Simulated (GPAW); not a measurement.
# CaSe (F-43m) in GPAW: equation of state

Aim: energy against volume of CaSe in PBE, for its equilibrium volume and stiffness.

All numbers are computed with GPAW 26.7.0; they aren't measurements. Logs are shortened: lines on timing, memory, paths and dates and some standing lists are left out, and cuts for length are marked. The log counts tension as positive stress, the text compression.

### 1 Starting point

The structure is cubic, space group F-43m (No. 216). The conventional cell has a = 6.600 Å, b = 6.600 Å, c = 6.600 Å, α = 90.00°, β = 90.00°, γ = 90.00°. Around Se (site symmetry -43m) lie 4 Ca at 2.86 Å. Around Ca (site symmetry -43m) lie 4 Se at 2.86 Å.

The cell comes from a database or a generator and needn't be the stable form of this composition.

### 2 Equation of state, PBE

Contents of run.py:

```python
from ase.eos import EquationOfState
from ase.io import Trajectory, read
from ase.units import GPa
from gpaw import GPAW, PW

atoms = read('POSCAR')

traj = Trajectory('eos.traj', 'w')
volumes, energies = [], []
for x in [0.94, 0.96, 0.98, 1.0, 1.02, 1.04, 1.06]:
    a = atoms.copy()
    a.set_cell(atoms.cell * x**(1 / 3), scale_atoms=True)
    calc = GPAW(mode=PW(600),
                xc='PBE',
                kpts={'size': (7, 7, 7), 'gamma': True},
                occupations={'name': 'fermi-dirac', 'width': 0.05},
                nbands=16,
                convergence={'density': 1e-05, 'energy': 1e-05},
                maxiter=150,
                txt=f'eos-{x:.2f}.txt')
    a.calc = calc
    energies.append(a.get_potential_energy(force_consistent=True))
    volumes.append(a.get_volume())
    p = -a.get_stress()[:3].mean() / GPa
    calc.write(f'eos-{x:.2f}.gpw')
    traj.write(a)
    print(f'{x:.2f} {volumes[-1]:10.4f} A^3 {energies[-1]:14.6f} eV {p:9.3f} GPa', flush=True)

v0, e0, B = EquationOfState(volumes, energies, eos='birchmurnaghan').fit()
print(f'V0 = {v0:.4f} A^3, E0 = {e0:.6f} eV, B0 = {B / GPa:.2f} GPa')
```

Contents of POSCAR:

```
CaSe
1.0
    0.0000000000      3.3000000000      3.3000000000
    3.3000000000      0.0000000000      3.3000000000
    3.3000000000      3.3000000000      0.0000000000
Se Ca
1 1
Direct
    0.2500000000      0.2500000000      0.2500000000
    0.0000000000      0.0000000000      0.0000000000
```

Potentials or basis: GPAW PAW data sets (gpaw-data 1.2.1), pw.

Launch:

```
$ OMP_NUM_THREADS=1 python run.py
```

The program printed:

```text
__  _  _
 | _ |_)|_||  |
 |__||  | ||/\| - 26.7.0

Input parameters:
  mode=PW(ecut=600.0),
  convergence={'density': 1e-05, 'energy': 1e-05},
  kpts=MonkhorstPack(size=(7, 7, 7), gamma=True),
  maxiter=150,
  nbands=16,
  occupations=Occupations(name='fermi-dirac', width=0.05),
  xc=XC(name='PBE')

Diagonalizing LCAO Hamiltonian
Converting LCAO to pw mode

            Se

       Ca

Atoms  # Å, Bohr magnetons
|   | symbol |        x |        y |        z |    initial magnetic moments |
|---|--------|----------|----------|----------|-----------------------------|
| 0 |     Se | 1.627700 | 1.627700 | 1.627700 | ( 0.0000,  0.0000,  0.0000) |
| 1 |     Ca | 0.000000 | 0.000000 | 0.000000 | ( 0.0000,  0.0000,  0.0000) |

Unit cell  # Å
| periodic |        x |        y |        z |  lengths |    angles |
|----------|----------|----------|----------|----------|-----------|
|      yes | 0.000000 | 3.255400 | 3.255400 | 4.603831 | 60.000000 |
|      yes | 3.255400 | 0.000000 | 3.255400 | 4.603831 | 60.000000 |
|      yes | 3.255400 | 3.255400 | 0.000000 | 4.603831 | 60.000000 |

Number of symmetries: 24
Symmetry operations  # r_c * U_cc + t_c -> r_c
|    | kind |            matrix            |
|----|------|------------------------------|
|  0 |  E   |  1, 0, 0,  0, 1, 0,  0, 0, 1 |
|  1 |  σ   |  1, 0, 0,  0, 0, 1,  0, 1, 0 |
|  2 |  σ   |  1, 0,-1,  0, 1,-1,  0, 0,-1 |
|  3 |  C3  |  1, 0,-1,  0, 0,-1,  0, 1,-1 |
|  4 |  C3  |  1,-1, 0,  0,-1, 1,  0,-1, 0 |
|  5 |  σ   |  1,-1, 0,  0,-1, 0,  0,-1, 1 |
|  6 |  σ   |  0, 1, 0,  1, 0, 0,  0, 0, 1 |
|  7 |  C3  |  0, 1, 0,  0, 0, 1,  1, 0, 0 |
|  8 |  C2  |  0, 1,-1,  1, 0,-1,  0, 0,-1 |
|  9 |  S4  |  0, 1,-1,  0, 0,-1,  1, 0,-1 |
| 10 |  C3  |  0, 0, 1,  1, 0, 0,  0, 1, 0 |
| 11 |  σ   |  0, 0, 1,  0, 1, 0,  1, 0, 0 |
| 12 |  S4  |  0, 0,-1,  1, 0,-1,  0, 1,-1 |
| 13 |  C3  |  0, 0,-1,  0, 1,-1,  1, 0,-1 |
| 14 |  S4  |  0,-1, 1,  1,-1, 0,  0,-1, 0 |
| 15 |  C2  |  0,-1, 1,  0,-1, 0,  1,-1, 0 |
| 16 |  C3  |  0,-1, 0,  1,-1, 0,  0,-1, 1 |
| 17 |  S4  |  0,-1, 0,  0,-1, 1,  1,-1, 0 |
| 18 |  S4  | -1, 1, 0, -1, 0, 1, -1, 0, 0 |
| 19 |  C3  | -1, 1, 0, -1, 0, 0, -1, 0, 1 |
| 20 |  C3  | -1, 0, 1, -1, 1, 0, -1, 0, 0 |
| 21 |  S4  | -1, 0, 1, -1, 0, 0, -1, 1, 0 |
| 22 |  σ   | -1, 0, 0, -1, 1, 0, -1, 0, 1 |
| 23 |  C2  | -1, 0, 0, -1, 0, 1, -1, 1, 0 |

BZ-sampling:
  Number of BZ points: 343
  Number of IBZ points: 20

  Monkhorst-Pack size: [7, 7, 7]
  Monkhorst-Pack shift: [0, 0, 0]

K-points  # in reciprocal-cell coordinates
|     |                                coordinates |     weight |
|-----|--------------------------------------------|------------|
|   0 | (  0.00000000,   0.00000000,   0.00000000) | 0.00291545 |
|   1 | (  0.14285714,   0.14285714,   0.00000000) | 0.01749271 |
|   2 | (  0.14285714,   0.14285714,   0.14285714) | 0.02332362 |
|   3 | (  0.28571429,   0.14285714,   0.14285714) | 0.03498542 |
|   4 | (  0.28571429,   0.28571429,   0.00000000) | 0.01749271 |
|   5 | (  0.28571429,   0.28571429,   0.14285714) | 0.06997085 |
|   6 | (  0.28571429,   0.28571429,   0.28571429) | 0.02332362 |
|   7 | (  0.42857143,  -0.28571429,  -0.28571429) | 0.03498542 |
|   8 | (  0.42857143,   0.28571429,  -0.42857143) | 0.13994169 |
|   9 | (  0.42857143,   0.28571429,  -0.28571429) | 0.06997085 |
| ... |                                            |            |
|  19 | (  0.42857143,   0.42857143,   0.42857143) | 0.02332362 |

Plane wave coefficients: 2316
Cutoff: 600.0 eV

Spin-components: 1 (collinear spins)
Bands:           16
Projectors:      10
Spin-degeneracy: 2
Datatype:        complex128

Parallelization:
  kpt:    1
  domain: 1
  band:   1

Density:
  Valence electrons: 16.0
  Components: 1
  Grid points: [27 27 27]
  Charge: 0.0  # |e|

Potential:
  Grid points: [27 27 27]

species:
  Se:
    name:    Selenium
    Z:       34.0
    valence: 6
    core:    28
    charge:  0.0  # [|e|]
    compensation charges:
      type: gauss
      rc: 0.27  # [Å]
      lmax: 2
    cutoffs:
      filter: 1.77  # [Å]
      core: 2.67  # [Å]
    projectors
    | kind |    occ | energy [eV] | rcut [Å] |
    |------|--------|-------------|----------|
    |   4s |  2.000 |     -17.277 |    0.847 |
    |   4p |  4.000 |      -6.512 |    1.005 |
    |    s |        |       9.935 |    0.847 |
    |    p |        |      20.699 |    1.005 |
    |    d |        |       0.000 |    0.847 |

    Using partial waves for Se as LCAO basis

  Ca:
    name:    Calcium
    Z:       20.0
    valence: 10
    core:    10
    charge:  0.0  # [|e|]
    compensation charges:
      type: gauss
      rc: 0.37  # [Å]
      lmax: 2
    cutoffs:
      filter: 2.10  # [Å]
      core: 1.17  # [Å]
    projectors
    | kind |    occ | energy [eV] | rcut [Å] |
    |------|--------|-------------|----------|
    |   3s |  2.000 |     -47.086 |    1.175 |
    |   4s |  2.000 |      -3.766 |    1.175 |
    |   3p |  6.000 |     -28.008 |    1.154 |
    |    p |        |      -0.797 |    1.154 |
    |    d |        |       0.000 |    0.937 |

    Using partial waves for Ca as LCAO basis

Reference energy: -84614.401363  # eV

eigensolver:
  PPCG
  Converge bands: occupied
  niter=2

density mixing:
  MSR1-Mixer
  Pratt-step length: 0.05
  Maximum mixing coefficient: 0.75
  Old densities: 10
  SVD Regularization: 0.005
  Good broyden scale: 1.0
  Trust region scale: 1.0
  Backstep threshold: 4.0
  History deletion threshold: 6.0
  Fourier metric: weight=20.0, sigma=0.015

occupation numbers:
  Fermi-Dirac:
    width: 0.0500  # eV

poisson solver:
  ecut: 4800.0  # eV

xc functional:
  name: PBE with 2 nearest neighbor stencil

convergence criteria:
[... 6 lines left out ...]
|iter     | |      energy | eigst |  dens |
|---------|-|-------------|-------|-------|
|iter:   1| |   -9.222613 | +0.15 |       |
|iter:   2| |   -9.233838 | -1.44 | -1.07 |
|iter:   3| |   -9.113820 | -1.68 | -1.09 |
|iter:   4| |   -9.044598 | -2.67 | -1.46 |
|iter:   5| |   -9.044261 | -3.26 | -1.75 |
|iter:   6| |   -9.045383 | -4.36 | -2.22 |
|iter:   7| |   -9.045405 | -5.78 | -3.04 |
|iter:   8| |   -9.045407c| -6.78 | -3.56 |
|iter:   9| |   -9.045407c| -8.01c| -4.31 |
|iter:  10| |   -9.045407c| -8.26c| -5.09c|

Converged in 10 steps
Energy contributions relative to reference atoms: (reference = -84614.401363)

Energy contributions:
  Kinetic:          13.728586
  Coulomb:         -11.262613
  Zero:             -0.569822
  External:          0.000000
  Xc:              -10.941557
  Entropy:          -0.000000
  Spinorbit:         0.000000
  ----------------------------
  Free energy:      -9.045407
  Extrapolated:     -9.045407

dipole moment: (-24.027725, -24.027725, -24.027725)  # |e|*Ang

Fermi level: 2.592
Eigenvalues  # (at kpt = [0.000, 0.000, 0.000])
| band index |      eig [eV] | occ [0-2] |
|------------|---------------|-----------|
|          0 |       -37.651 |     2.000 |
|          1 |       -18.699 |     2.000 |
|          2 |       -18.699 |     2.000 |
|          3 |       -18.699 |     2.000 |
|          4 |        -9.024 |     2.000 |
|          5 |         1.228 |     2.000 |
|          6 |         1.228 |     2.000 |
|          7 |         1.228 |     2.000 |
|          8 |         4.592 |     0.000 |
|          9 |         6.740 |     0.000 |
|         10 |         6.740 |     0.000 |
|         11 |         8.790 |     0.000 |
|         12 |         8.790 |     0.000 |
|         13 |         8.790 |     0.000 |
|         14 |        10.528 |     0.000 |
|         15 |        10.528 |     0.000 |

Gap: 3.264 eV
Transition (v -> c):
  (s=0, k=7, n=7, [0.43, -0.29, -0.29]) -> (s=0, k=0, n=8, [0.00, 0.00, 0.00])
Direct/indirect transitions are different
Direct gap: 3.365 eV
Transition at: (s=0, k=0, n=7, [0.00, 0.00, 0.00])

Stress tensor  # eV/Ang^3
|         x |         y |         z |
|-----------|-----------|-----------|
| -0.008638 |  0.000000 |  0.000000 |
|  0.000000 | -0.008638 | -0.000000 |
|  0.000000 | -0.000000 | -0.008638 |

# Writing to eos-0.96.gpw (mode='')
```

Run time: 83 s. Hardware: 1 thread of AMD EPYC 7B13 (Zen 3), shared host; peak memory 0.23 GiB.

What came out:

- Equilibrium volume: 35.91 Å³/atom
- Bulk modulus: 32 GPa
- Pressure derivative of the bulk modulus: 4.0

Energy against volume, from the lowest point:
```
volume (Å³/atom)  energy (meV/atom)
          33.781              14.14
          34.500               5.98
          35.218               1.38
          35.937               0.00
          36.656               1.52
          37.374               5.67
          38.093              12.21
```
